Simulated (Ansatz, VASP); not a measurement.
# Ge in VASP and in Ansatz

Contents of INCAR:

```
PREC = Accurate
ENCUT = 520
EDIFF = 1E-6
ISMEAR = -1
SIGMA = 0.05
LREAL = False
LASPH = True
NELM = 80
ALGO = Normal
ISIF = 2
LWAVE = False
LCHARG = False
NBANDS = 21
```

File KPOINTS:

```
regular mesh
0
Gamma
  11 11 11
```

The input POSCAR:

```
Ge
1.0
    0.0000000000      2.8374271074      2.8374271074
    2.8374271074      0.0000000000      2.8374271074
    2.8374271074      2.8374271074      0.0000000000
Ge
2
Direct
    0.0000000000      0.0000000000      0.0000000000
    0.2500000000      0.2500000000      0.2500000000
```

Input for Ansatz:

```yaml
crystal:
  lattice:
    - [0.0, 2.8374271074, 2.8374271074]
    - [2.8374271074, 0.0, 2.8374271074]
    - [2.8374271074, 2.8374271074, 0.0]
  atoms:
    - { symbol: Ge, position: [0.0, 0.0, 0.0] }
    - { symbol: Ge, position: [0.25, 0.25, 0.25] }
kpoints:
  mp_grid: { grid: [11, 11, 11] }
  band_path:
    path:
      - [0.0, 0.0, 0.0]
      - [0.5, 0.0, 0.5]
      - [0.625, 0.25, 0.625]
      - [0.375, 0.375, 0.75]
      - [0.0, 0.0, 0.0]
      - [0.5, 0.5, 0.5]
      - [0.5, 0.25, 0.75]
      - [0.5, 0.0, 0.5]
    npoints: 5
scf:
  occupations: { method: fermi_dirac, width: 0.05 }
hamiltonian:
  xc: lda
  pseudopotentials: { kind: all_electron, lapw: { basis_error: 0.001 } }
output:
  forces: true
  stress: true
  eigenvalues: true
```

Alike in both runs: task single point; functional LDA; k mesh 11 × 11 × 11; occupations fermi-dirac, width 0.05 eV; no spin polarisation.

```csv
,VASP,Ansatz
version,VASP 6.6.1,Ansatz 0.2.0
potentials or method,"VASP PAW LDA potentials, release 64 (Ge_d)","all-electron LAPW, scalar-relativistic"
plane-wave cutoff (eV),520,see its input
```

Ansatz gave:

```
pressure (GPa) : -1.8
```

Problem. Which values does VASP return?

Solution. Pressure (GPa): -1.7.

Ansatz ran all-electron here, so the differences hold the error of VASP's frozen core and of both bases.
